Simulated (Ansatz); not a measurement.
Level of theory: Ansatz 0.2.0, DFT PBE, scalar-relativistic, plane waves, PAW. All cells share a 420 eV cutoff and Γ-centred k meshes spaced at most about 0.3 Å⁻¹ (about 0.25 or finer for metals, 2π included). No spin polarisation.

Temperature and zero-point effects are left out.

Compare these two cells of Sc5Al, each relaxed at this level.

A. Space group P-3m1 (No. 164), trigonal, a = 3.243 Å, c = 15.395 Å. Around Sc on a site of symmetry -3m lie 12 Sc at 3.24–3.26 Å; Sc on a site of symmetry 3m is surrounded by 12 Sc at 3.24–3.29 Å; around Sc on a second site of symmetry 3m lie 3 Al at 2.99 Å and 9 Sc at 3.24–3.29 Å; Al has 6 Sc at 2.99 Å and 6 Al at 3.24 Å.

B. Space group P4/mmm (No. 123), tetragonal, a = 3.252 Å, c = 13.047 Å. Sc on a site of symmetry 4mm has 4 Al at 2.96 Å, 8 Sc at 3.25–3.28 Å and 1 Sc at 3.74 Å; Sc on a second site of symmetry 4mm has 12 Sc at 3.25–3.28 Å; Sc on a site of symmetry 4/mmm is surrounded by 12 Sc at 3.25–3.26 Å; Al is surrounded by 8 Sc at 2.96 Å and 4 Al at 3.25 Å.

**Question.** Which form is favoured at zero pressure, and by what margin per atom?

**Answer.** B is lower, by 86 meV/atom. A has Sc and Al ordered on fcc sites, space group P-3m1 (No. 164), 23.4 Å³/atom and no gap on its mesh; B has Sc and Al ordered on fcc sites, space group P4/mmm (No. 123), 23.0 Å³/atom and no gap. Both come from invented guesses. Shaken at random and relaxed again, B came back.

Cells without such a test can be saddle points.
